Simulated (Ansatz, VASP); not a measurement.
## One calculation of Ga3Se, two programs

The input INCAR:

```
SYSTEM = Ga3Se
PREC     = Accurate       ! precision mode
ENCUT    = 520            ! plane-wave cutoff, eV
EDIFF    = 1E-6           ! SCF threshold, eV
ISMEAR   = -1             ! smearing method
SIGMA    = 0.05           ! smearing width, eV
LREAL    = .FALSE.        ! projectors in reciprocal space
LASPH    = .TRUE.         ! aspherical terms in the spheres
NELM     = 80             ! most SCF steps
ALGO     = Normal         ! electronic algorithm
ISIF     = 2              ! what is computed and relaxed
LWAVE    = .FALSE.        ! write WAVECAR
LCHARG   = .FALSE.        ! write CHGCAR
GGA      = PE             ! functional
NBANDS   = 30             ! bands
```

Contents of KPOINTS:

```
Automatic mesh
0
G
  6 6 6
  0 0 0
```

Contents of POSCAR:

```
Ga3Se
1.0
    4.4027160164      0.0000000000      0.0000000000
    0.0000000000      4.4027160164      0.0000000000
    0.0000000000      0.0000000000      4.4027160164
Se Ga
1 3
Direct
    0.0000000000      0.0000000000      0.0000000000
    0.5000000000      0.5000000000      0.0000000000
    0.5000000000      0.0000000000      0.5000000000
    0.0000000000      0.5000000000      0.5000000000
```

input.yaml

```yaml
crystal:
  lattice:
    - [4.4027160164, 0.0, 0.0]
    - [0.0, 4.4027160164, 0.0]
    - [0.0, 0.0, 4.4027160164]
  atoms:
    - { symbol: Se, position: [0.0, 0.0, 0.0] }
    - { symbol: Ga, position: [0.5, 0.5, 0.0] }
    - { symbol: Ga, position: [0.5, 0.0, 0.5] }
    - { symbol: Ga, position: [0.0, 0.5, 0.5] }
hamiltonian:
  xc: pbe
  pseudopotentials: { kind: paw }
kpoints:
  mp_grid: { grid: [6, 6, 6] }
scf:
  occupations: { method: fermi_dirac, width: 0.05 }
output:
  forces: true
  stress: true
  eigenvalues: true
```

The cell comes from a database or a generator and needn't be the stable form of this composition.

Alike in both runs: task single point; functional PBE; k mesh 6 × 6 × 6; occupations fermi-dirac, width 0.05 eV; no spin polarisation.

```csv
,VASP,Ansatz
version,VASP 6.6.1,Ansatz 0.2.0
potentials or method,"VASP PAW PBE potentials, release 64 (Se, Ga_d)",Ansatz PAW
plane-wave cutoff (eV),520,420
valence electrons in the cell,45,55
```

```tsv
	VASP	Ansatz	Ansatz less VASP
gap on the k mesh at the Fermi level (eV)	none	none	-
pressure (GPa)	0.4	0.2	-0.16
```

A gap of «none» marks a metal or a gap that the smearing closes. With one functional, cell and mesh, what is left measures potentials, basis and numerics. The two sets of potentials don't hold the same shells in valence.
